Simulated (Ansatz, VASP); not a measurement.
## KBr: VASP beside Ansatz

Contents of POSCAR:

```
KBr
1.0
    0.0866840053      3.3022478201      3.3022478201
    3.3022478201      0.0866840053      3.3022478201
    3.3889318254      3.3889318254      0.0000000000
K Br
1 1
Direct
    0.0000000000      0.0000000000      0.0000000000
    0.5000000000      0.5000000000      0.5000000000
```

File INCAR.step1:

```
SYSTEM = KBr
  ALGO = Normal
  EDIFF = 1E-4
  ENCUT = 520
  GGA = PE
  ISMEAR = 0
  LASPH = .TRUE.
  LCHARG = .FALSE.
  LREAL = .FALSE.
  LWAVE = .TRUE.
  NBANDS = 15
  NELM = 100
  PREC = Accurate
  SIGMA = 0.01
```

Contents of INCAR.step2:

```
SYSTEM = KBr
  ALGO = Normal
  EDIFF = 1E-7
  ENCUT = 520
  ISIF = 2
  ISMEAR = 0
  ISTART = 1
  LASPH = .TRUE.
  LCHARG = .FALSE.
  LMIXTAU = .TRUE.
  LREAL = .FALSE.
  LWAVE = .FALSE.
  METAGGA = R2SCAN
  NBANDS = 15
  NELM = 100
  PREC = Accurate
  SIGMA = 0.01
```

KPOINTS

```
k-points
0
G
  6 6 6
  0 0 0
```

Input for Ansatz:

```yaml
crystal:
  lattice:
    - [0.0866840053, 3.3022478201, 3.3022478201]
    - [3.3022478201, 0.0866840053, 3.3022478201]
    - [3.3889318254, 3.3889318254, 0.0]
  atoms:
    - { symbol: K, position: [0.0, 0.0, 0.0] }
    - { symbol: Br, position: [0.5, 0.5, 0.5] }
kpoints:
  mp_grid: { grid: [6, 6, 6] }
  band_path:
    path:
      - [0.0, 0.0, 0.0]
      - [0.5, 0.0, 0.5]
      - [0.625, 0.25, 0.625]
      - [0.375, 0.375, 0.75]
      - [0.5, 0.5, 0.5]
      - [0.5, 0.25, 0.75]
    npoints: 1
hamiltonian:
  xc: r2scan
scf:
  occupations: { method: fixed }
  n_extra_bands: 4
output:
  forces: true
  stress: true
  eigenvalues: true
```

Change from the starting cell: shear_xy strain +5.2%.

Alike in both runs: task single point; functional r2SCAN; k mesh 6 × 6 × 6; no spin polarisation.

```csv
,VASP,Ansatz
version,VASP 6.6.1,Ansatz 0.2.0
potentials or method,"VASP PAW PBE potentials, release 64 (K_sv, Br)","plane waves, PAW"
plane-wave cutoff (eV),520,500
occupations,"gaussian, width 0.01 eV",fixed
valence electrons in the cell,16,16
```

|  | VASP | Ansatz | Ansatz less VASP |
| --- | --- | --- | --- |
| gap on the k mesh at the Fermi level (eV) | 5.00 | 5.00 | -0.002 |
| pressure (GPa) | 0.0 | 0.0 | 0.00 |
| largest component of the traceless stress (GPa) | 0.28 | 0.28 | +0.002 |

Caveats: the PAW data sets were made with another functional, which shifts forces and pressure a little (VASP).
